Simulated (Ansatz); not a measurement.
## InSb (P4/mmm), a sublattice moved along a line

Level of theory: Ansatz 0.2.0, DFT r2SCAN, scalar-relativistic, plane waves, PAW. Settings: plane waves to 500 eV, k-mesh 20×20×10 (Γ-centred), Gaussian smearing 0.15 eV. No spin polarisation. Energies are free energies at this smearing, counted from the undisturbed cell; pressure is positive in compression.

The undisturbed cell (relaxed at this level; with this scan's settings it stands at -0.1 GPa; this form isn't the usual structure):

```
CELL_PARAMETERS angstrom
3.05837 0.00000 0.00000
0.00000 3.05837 0.00000
0.00000 0.00000 6.18339
ATOMIC_POSITIONS crystal
In 0.00000 0.00000 0.00000
Sb 0.00000 0.00000 0.50000
```

Every In atom is moved by x along the Cartesian unit vector (0.000, 0.000, 1.000); the cell and all other atoms stay fixed. The cell is metallic on the mesh throughout.

x (Å), ΔE (meV/cell) and a bar:
```
  -0.2000       64.4 ##############################
  -0.1000       15.3 #######
   0.0000        0.0
   0.1500       35.2 ################
```

Cost: 4 runs of about 2.1 core-minutes in all, on Intel Xeon 6975P-C (Granite Rapids) (shared hosts).